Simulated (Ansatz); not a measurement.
**Sn: from a migration barrier to a jump rate**

Level of theory: DFT PBE+D3(BJ), scalar-relativistic, plane waves, PAW (Ansatz). The runs took a 420 eV cutoff, a Γ-centred 4×4×4 mesh and Gaussian smearing (0.1 eV). No spin polarisation.

In a supercell of 20 sites an atom of Sn jumps into a neighbouring Sn vacancy, a = 3.29 Å from site to site in the perfect crystal, in a neutral cell. The half-way point, relaxed in its symmetry, lies 0.105 eV above the relaxed vacancy. Take it as the barrier; the order of the saddle wasn't checked, and the cell is small.

Task: With an assumed attempt frequency of 10¹³ s⁻¹, how often does the jump happen, and how fast does the vacancy diffuse?

Result: Transition-state theory gives Γ = ν exp(−E/k_BT), and one such jump direction contributes Γa²/6 to the vacancy's diffusion coefficient averaged over directions:

```csv
T (K),E/k_BT,Γ (1/s),Γa²/6 (cm²/s)
300,4.0,1.8 × 10^11,3.2 × 10^-5
600,2.0,1.3 × 10^12,2.4 × 10^-4
1000,1.2,3.0 × 10^12,5.4 × 10^-4
1500,0.8,4.5 × 10^12,8.1 × 10^-4
```

The rate reaches one jump a second at T = E/(k_B ln 10¹³) = 41 K. The number of equivalent jumps multiplies D if they link up through the crystal; a hop between two sites alone gives no long-range diffusion, which then waits on a higher barrier. In either case the atoms' own diffusion carries the vacancy concentration and a correlation factor besides. Rows above the melting point are formal, and so are rows where E/k_BT falls under about 3, since the theory needs rare jumps.

Task: How much does an error of 0.1 eV in the barrier matter?

Result: It multiplies the rate by exp(0.1 eV/k_BT): 48 at 300 K and 3.2 at 1000 K, more than the usual doubt about ν at low temperature.

Cost: 2 runs of about 61 core-minutes in all, on Arm Neoverse V1 (shared hosts).